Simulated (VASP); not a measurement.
# ScAlN2 (I4_1/amd) in VASP: notebook, part 2 of 2

VASP 6.6.1. The steps go on from the part before.

## (4) Single point, PBE

File INCAR:

```
PREC     = Accurate       # precision mode
ENCUT    = 460            # plane-wave cutoff, eV
EDIFF    = 1E-4           # SCF threshold, eV
ISMEAR   = 0              # smearing method
SIGMA    = 0.05           # smearing width, eV
LREAL    = False          # projectors in reciprocal space
LASPH    = True           # aspherical terms in the spheres
NELM     = 100            # most SCF steps
ALGO     = Normal         # electronic algorithm
ISIF     = 2              # what is computed and relaxed
LWAVE    = False          # write WAVECAR
LCHARG   = False          # write CHGCAR
GGA      = PE             # functional
ADDGRID  = False
```

File KPOINTS:

```
regular mesh
0
Gamma
  4 4 4
```

File POSCAR:

```
ScAlN2
1.0
   -2.1994840000      2.1994840000      4.1986215000
    2.1994840000     -2.1994840000      4.1986215000
    2.1994840000      2.1994840000     -4.1986215000
Sc Al N
2 2 4
Direct
    0.0000000000      0.0000000000      0.0000000000
    0.7500000000      0.2500000000      0.5000000000
    0.5000000000      0.5000000000      0.0000000000
    0.2500000000      0.7500000000      0.5000000000
    0.7375140000      0.7375140000      0.0000000000
    0.0124860000      0.5124860000      0.5000000000
    0.2624860000      0.2624860000      0.0000000000
    0.4875140000      0.9875140000      0.5000000000
```

Potentials or basis: VASP PAW PBE potentials, release 64 (Sc_sv, Al, N).

Launch:

```sh
$ cat potpaw_PBE.64/Sc_sv/POTCAR potpaw_PBE.64/Al/POTCAR potpaw_PBE.64/N/POTCAR > POTCAR
$ mpirun -np 1 vasp_std > vasp.out
```

OUTCAR:

```text
PREC = Accurate
   ENCUT = 460
   EDIFF = 1E-4
   ISMEAR = 0
   LREAL = False
   LASPH = True
   NELM = 100
   ISIF = 2
   GGA = PE

 Found     13 irreducible k-points:

 Following reciprocal coordinates:
            Coordinates               Weight
  0.000000  0.000000  0.000000      1.000000
  0.250000  0.000000  0.000000      8.000000
  0.500000  0.000000  0.000000      4.000000
  0.250000  0.250000  0.000000      8.000000
  0.500000  0.250000  0.000000     16.000000
 -0.250000  0.250000  0.000000      4.000000
   k-points           NKPTS =     13   k-points in BZ     NKDIM =     13   number of bands    NBANDS=     29
   number of dos      NEDOS =    301   number of ions     NIONS =      8
   total plane-waves  NPLWV =  64000
   dimension x,y,z NGX =    40 NGY =   40 NGZ =   40
   dimension x,y,z NGXF=    80 NGYF=   80 NGZF=   80
   ions per type =               2   2   4
   NGX,Y,Z   is equivalent  to a cutoff of  12.73, 12.73, 12.73 a.u.
   NGXF,Y,Z  is equivalent  to a cutoff of  25.45, 25.45, 25.45 a.u.
 SYSTEM =  unknown system
   PREC   = accura    normal or accurate (medium, high low for compatibility)
   ISTART =      0    job   : 0-new  1-cont  2-samecut
   ICHARG =      2    charge: 1-file 2-atom 10-const
   ISPIN  =      1    spin polarized calculation?
   LNONCOLLINEAR =      F non collinear calculations
   LSORBIT =      F    spin-orbit coupling
   LASPH  =      T    aspherical Exc in radial PAW
   ENCUT  =  460.0 eV  33.81 Ry    5.81 a.u.   9.14  9.14  9.14*2*pi/ulx,y,z
   NELM   =    100;   NELMIN=  2; NELMDL= -5     # of ELM steps
   EDIFF  = 0.1E-03   stopping-criterion for ELM
   LREAL  =      F    real-space projection
   EDIFFG = 0.1E-02   stopping-criterion for IOM
   NSW    =      0    number of steps for IOM
   IBRION =     -1    ionic relax: 0-MD 1-quasi-New 2-CG
   NFREE  =      0    steps in history (QN), initial steepest desc. (CG)
   ISIF   =      2    stress and relaxation
   ISYM   =      2    0-nonsym 1-usesym 2-fastsym
   POTIM  = 0.5000    time-step for ionic-motion
   TEBEG  =    0.0;   TEEND  =   0.0 temperature during run
   PSTRESS=    0.0 pullay stress
   NELECT =      48.0000    total number of electrons
   NUPDOWN=      -1.0000    fix difference up-down
   EMIN   =  10.00;   EMAX   =-10.00  energy-range for DOS
   EFERMI =   0.00;   METHOD = LEGACY
   ISMEAR =     0;   SIGMA  =   0.05  broadening in eV -4-tet -1-fermi 0-gaus
   EFERMI_NEDOS =   21; number of points for ismear=-14 and -15
   IALGO  =     38    algorithm
   IMIX   =      4    mixing-type and parameters
     AMIX     =   0.40;   BMIX     =  1.00
     AMIX_MAG =   1.60;   BMIX_MAG =  1.00
  volume/ion in A,a.u.               =      10.16        68.54
  Fermi-wavevector in a.u.,A,eV,Ry     =   1.373681  2.595880 25.674176  1.886999
  Thomas-Fermi vector in A             =   2.499176
   LORBIT       =      0    0 simple, 1 ext, 2 COOP (PROOUT), +10 PAW based schemes
   GGA     = PE    functional components
   LHFCALC =     F    Hartree Fock is set to
   AEXX    =    0.0000 exact exchange contribution
   IVDW    =     0    specifies the selected vdW correction
   LEPSILON=     F    determine dielectric tensor
   LRPA    =     F    only Hartree local field effects (RPA)
 non-spin polarized calculation
 Gauss-broadening in eV      SIGMA  =   0.05
  energy-cutoff  :      460.00
  volume of cell :       81.25
 maximum number of plane-waves:      1854
 NGX is ok and might be reduce to    40
   NGX = 19   NGY = 19   NGZ = 19

 number of electron      48.0000001 magnetization

 Free energy of the ion-electron system (eV)
  ---------------------------------------------------
  ext. energy  EPLUGINS =         0.00000000
  ---------------------------------------------------
  free energy    TOTEN  =       -64.85412281 eV

  energy without entropy =      -64.85412281  energy(sigma->0) =      -64.85412281

 E-fermi :   7.5326     XC(G=0): -11.9280

 val. band max:        7.2641157252   @ k =   0.0000   0.0000   0.0000
 cond. band min:       8.2179498100   @ k =   0.5000   0.5000   0.5000
 fundamental gap:      0.9538340848
 Fermi energy:         7.5326335358

 k-point     1 :       0.0000    0.0000    0.0000
  band No.  band energies     occupation
      1     -40.9206      2.00000
      2     -40.8145      2.00000
      3     -19.8232      2.00000
      4     -19.6707      2.00000
      5     -19.6707      2.00000
      6     -19.5134      2.00000
[... 21 lines left out ...]
     28      11.0367      0.00000
     29      11.2531      0.00000

 k-point     2 :       0.2500    0.0000    0.0000
  band No.  band energies     occupation
      1     -40.9092      2.00000
      2     -40.8253      2.00000
      3     -19.8290      2.00000
      4     -19.7276      2.00000
      5     -19.6846      2.00000
      6     -19.5132      2.00000
[... 21 lines left out ...]
     28      11.5346      0.00000
     29      11.8111      0.00000

 k-point     3 :       0.5000    0.0000    0.0000
  band No.  band energies     occupation
      1     -40.8934      2.00000
      2     -40.8405      2.00000
      3     -19.8358      2.00000
      4     -19.7820      2.00000
      5     -19.6964      2.00000
      6     -19.4996      2.00000
[... 21 lines left out ...]
     28      11.7601      0.00000
     29      11.8422      0.00000

 k-point     4 :       0.2500    0.2500    0.0000
  band No.  band energies     occupation
      1     -40.8935      2.00000
      2     -40.8405      2.00000
      3     -19.8222      2.00000
      4     -19.7935      2.00000
      5     -19.6830      2.00000
      6     -19.5476      2.00000
[... 21 lines left out ...]
     28      11.5371      0.00000
     29      12.1766      0.00000

 k-point     5 :       0.5000    0.2500    0.0000
  band No.  band energies     occupation
      1     -40.8853      2.00000
      2     -40.8479      2.00000
      3     -19.8551      2.00000
      4     -19.8133      2.00000
      5     -19.6693      2.00000
      6     -19.5794      2.00000
[... 21 lines left out ...]
     28      11.8377      0.00000
     29      11.8595      0.00000

 k-point     6 :      -0.2500    0.2500    0.0000
  band No.  band energies     occupation
      1     -40.9044      2.00000
      2     -40.8294      2.00000
      3     -19.8498      2.00000
      4     -19.7652      2.00000
      5     -19.6666      2.00000
      6     -19.5640      2.00000
[... 21 lines left out ...]
     28      11.3953      0.00000
     29      12.0299      0.00000

 [... further k-points ...]

------------------------ aborting loop because EDIFF is reached ----------------------------------------

  FORCE on cell =-STRESS in cart. coord.  units (eV):
  Direction    XX          YY          ZZ          XY          YZ          ZX
  --------------------------------------------------------------------------------------
  -------------------------------------------------------------------------------------
  Total       -0.3461785     -0.3461785     -0.3621181      0.0000000      0.0000000      0.0000000
  in kB       -6.8265662     -6.8265662     -7.1408924      0.0000000      0.0000000      0.0000000
  external PRESSURE =      -6.9313416 kB  Pullay stress =       0.0000000 kB

 VOLUME and BASIS-vectors are now :
 -----------------------------------------------------------------------------
  energy-cutoff  :      460.00
  volume of cell :       81.25
      direct lattice vectors                 reciprocal lattice vectors
    -2.199484000  2.199484000  4.198621500     0.000000000  0.227326046  0.119086705
     2.199484000 -2.199484000  4.198621500     0.227326046  0.000000000  0.119086705
     2.199484000  2.199484000 -4.198621500     0.227326046  0.227326046  0.000000000

 POSITION                                       TOTAL-FORCE (eV/Angst)
 -----------------------------------------------------------------------------------
      0.00000      0.00000      0.00000         0.000000      0.000000      0.000000
      0.00000      2.19948      2.09931         0.000000      0.000000      0.000000
      0.00000      0.00000      4.19862         0.000000      0.000000      0.000000
      2.19948      0.00000      2.09931         0.000000      0.000000      0.000000
      0.00000      0.00000      6.19308        -0.000000      0.000000     -0.002348
      2.19948      0.00000      0.10485         0.000000     -0.000000      0.002348
      0.00000      0.00000      2.20416        -0.000000      0.000000      0.002348
      2.19948      0.00000      4.09377         0.000000     -0.000000     -0.002348
 -----------------------------------------------------------------------------------
    total drift:                               -0.000000      0.000000     -0.000000

  FREE ENERGIE OF THE ION-ELECTRON SYSTEM (eV)
  ---------------------------------------------------
  free  energy   TOTEN  =       -64.8541228076 eV

  energy  without entropy=      -64.8541228076  energy(sigma->0) =      -64.85412281
```

Run time: 36 s. Hardware: 1 thread of AMD EPYC 7R13 (Zen 3), shared host; peak memory 0.2 GiB.

The run converged, but some of its settings lie outside the range that counts as converged, so its numbers aren't taken as properties of the crystal.

What came out:

- Free energy: -64.8541 eV
- Pressure: -0.7 GPa
- Band gap on the k mesh: 0.95 eV, indirect (least direct gap 1.05 eV)

Caveat: the k mesh is coarse (spacing up to 0.50 Å⁻¹), so the values aren't converged; the cutoff is under 1.25 times the usual one of these potentials, so pressure, stress and relaxed cells hold a basis-set (Pulay) error.

## (5) Single point, PBE

Edit INCAR of step 4 so:

```diff
@@ -2,3 +2,3 @@
 ENCUT    = 460            # plane-wave cutoff, eV
-EDIFF    = 1E-4           # SCF threshold, eV
+EDIFF    = 1E-6           # SCF threshold, eV
 ISMEAR   = 0              # smearing method
```

KPOINTS is that of step 4.

POSCAR is that of step 4.

Potentials or basis: VASP PAW PBE potentials, release 64 (Sc_sv, Al, N).

Launch:

```sh
$ cat potpaw_PBE.64/Sc_sv/POTCAR potpaw_PBE.64/Al/POTCAR potpaw_PBE.64/N/POTCAR > POTCAR
$ mpirun -np 1 vasp_std > vasp.out
```

OUTCAR:

```text
PREC = Accurate
   ENCUT = 460
   EDIFF = 1E-6
   ISMEAR = 0
   LREAL = False
   LASPH = True
   NELM = 100
   ISIF = 2
   GGA = PE

 Found     13 irreducible k-points:

 Following reciprocal coordinates:
            Coordinates               Weight
  0.000000  0.000000  0.000000      1.000000
  0.250000  0.000000  0.000000      8.000000
[... 278 lines left out ...]
  -------------------------------------------------------------------------------------
  Total       -0.2715000     -0.2715000     -0.2914165      0.0000000      0.0000000      0.0000000
  in kB       -5.3539223     -5.3539223     -5.7466713      0.0000000      0.0000000      0.0000000
  external PRESSURE =      -5.4848386 kB  Pullay stress =       0.0000000 kB

 VOLUME and BASIS-vectors are now :
 -----------------------------------------------------------------------------
  energy-cutoff  :      460.00
  volume of cell :       81.25
      direct lattice vectors                 reciprocal lattice vectors
    -2.199484000  2.199484000  4.198621500     0.000000000  0.227326046  0.119086705
     2.199484000 -2.199484000  4.198621500     0.227326046  0.000000000  0.119086705
     2.199484000  2.199484000 -4.198621500     0.227326046  0.227326046  0.000000000

 POSITION                                       TOTAL-FORCE (eV/Angst)
 -----------------------------------------------------------------------------------
      0.00000      0.00000      0.00000        -0.000000     -0.000000      0.000000
      0.00000      2.19948      2.09931        -0.000000     -0.000000      0.000000
      0.00000      0.00000      4.19862        -0.000000     -0.000000      0.000000
      2.19948      0.00000      2.09931        -0.000000     -0.000000      0.000000
      0.00000      0.00000      6.19308        -0.000000      0.000000     -0.000730
      2.19948      0.00000      0.10485         0.000000     -0.000000      0.000730
      0.00000      0.00000      2.20416        -0.000000      0.000000      0.000730
      2.19948      0.00000      4.09377         0.000000     -0.000000     -0.000730
 -----------------------------------------------------------------------------------
    total drift:                               -0.000000      0.000000     -0.000000

  FREE ENERGIE OF THE ION-ELECTRON SYSTEM (eV)
  ---------------------------------------------------
  free  energy   TOTEN  =       -64.8541248455 eV

  energy  without entropy=      -64.8541248455  energy(sigma->0) =      -64.85412485
```

OSZICAR:

```text
N       E                     dE             d eps       ncg     rms          rms(c)
DAV:   1     0.615154115049E+03    0.61515E+03   -0.20118E+04   754   0.157E+03
DAV:   2     0.409646362418E+02   -0.57419E+03   -0.56355E+03   858   0.578E+02
DAV:   3    -0.709190306248E+02   -0.11188E+03   -0.10745E+03  1287   0.199E+02
DAV:   4    -0.775854013719E+02   -0.66664E+01   -0.66315E+01  1196   0.532E+01
DAV:   5    -0.776994983666E+02   -0.11410E+00   -0.11372E+00  1175   0.898E+00    0.240E+01
DAV:   6    -0.648536722481E+02    0.12846E+02   -0.70901E+01  1140   0.594E+01    0.976E+00
DAV:   7    -0.649522557730E+02   -0.98584E-01   -0.33116E+00  1178   0.134E+01    0.644E+00
DAV:   8    -0.648813181737E+02    0.70938E-01   -0.67536E-01  1076   0.541E+00    0.127E+00
DAV:   9    -0.648566945022E+02    0.24624E-01   -0.78509E-02  1124   0.154E+00    0.612E-01
DAV:  10    -0.648540121319E+02    0.26824E-02   -0.21859E-02  1132   0.115E+00    0.138E-01
DAV:  11    -0.648541846997E+02   -0.17257E-03   -0.14817E-03  1276   0.344E-01    0.680E-02
DAV:  12    -0.648541289189E+02    0.55781E-04   -0.40129E-04  1180   0.183E-01    0.216E-02
DAV:  13    -0.648541267874E+02    0.21315E-05   -0.59320E-05  1156   0.942E-02    0.119E-02
DAV:  14    -0.648541249189E+02    0.18685E-05   -0.98256E-06  1074   0.384E-02    0.431E-03
DAV:  15    -0.648541248455E+02    0.73390E-07   -0.43319E-07   567   0.818E-03
   1 F= -.64854125E+02 E0= -.64854125E+02  d E =-.488381E-15
```

stdout:

```text
POSCAR found type information on POSCAR ScAlN
 POSCAR found :  3 types and       8 ions
 scaLAPACK will be used
 LDA part: xc-table for (Slater+PW92), standard interpolation
 POSCAR, INCAR and KPOINTS ok, starting setup
 FFT: planning ... GRIDC
 FFT: planning ... GRID_SOFT
 FFT: planning ... GRID
 WAVECAR not read
 entering main loop
```

Run time: 47 s. Hardware: 1 thread of AMD EPYC 7R13 (Zen 3), shared host; peak memory 0.2 GiB.

The run converged, but some of its settings lie outside the range that counts as converged, so its numbers aren't taken as properties of the crystal.

Results:

| Item | Value |
| --- | --- |
| Free energy | -64.8541 eV |
| Pressure | -0.5 GPa |
| Band gap on the k mesh | 0.95 eV, indirect (least direct gap 1.05 eV) |

Caveat: the k mesh is coarse (spacing up to 0.50 Å⁻¹), so the values aren't converged; the cutoff is under 1.25 times the usual one of these potentials, so pressure, stress and relaxed cells hold a basis-set (Pulay) error.

## (6) Single point, PBE

Edit INCAR of step 5 so:

```diff
@@ -2,3 +2,3 @@
 ENCUT    = 460            # plane-wave cutoff, eV
-EDIFF    = 1E-6           # SCF threshold, eV
+EDIFF    = 1E-7           # SCF threshold, eV
 ISMEAR   = 0              # smearing method
@@ -6,3 +6,3 @@
 LREAL    = False          # projectors in reciprocal space
-LASPH    = True           # aspherical terms in the spheres
+LASPH    = False          # aspherical terms in the spheres
 NELM     = 100            # most SCF steps
```

KPOINTS is that of step 5.

POSCAR is that of step 5.

Potentials or basis: VASP PAW PBE potentials, release 64 (Sc_sv, Al, N).

Launch:

```sh
$ cat potpaw_PBE.64/Sc_sv/POTCAR potpaw_PBE.64/Al/POTCAR potpaw_PBE.64/N/POTCAR > POTCAR
$ mpirun -np 1 vasp_std > vasp.out
```

Wall time 41 s (1 thread of AMD EPYC 7R13 (Zen 3), shared host); peak memory 0.2 GiB.

The run converged, but some of its settings lie outside the range that counts as converged, so its numbers aren't taken as properties of the crystal.

What came out:

```yaml
Free_energy: -64.8525 eV
Pressure: -0.5 GPa
Band_gap_on_the_k_mesh: 0.95 eV, indirect (least direct gap 1.05 eV)
```

Caveat: the k mesh is coarse (spacing up to 0.50 Å⁻¹), so the values aren't converged; the cutoff is under 1.25 times the usual one of these potentials, so pressure, stress and relaxed cells hold a basis-set (Pulay) error.

## (7) The reference run

An earlier run on the cell as given: functional PBE; potentials or basis VASP PAW PBE potentials, release 64 (Sc_sv, Al, N); cutoff 520 eV; k mesh 9 × 9 × 9; occupations fermi-dirac, width 0.05 eV; no spin polarisation.

- Pressure: 0.0 GPa
- Band gap on the k mesh: 1.00 eV, indirect (least direct gap 1.05 eV)
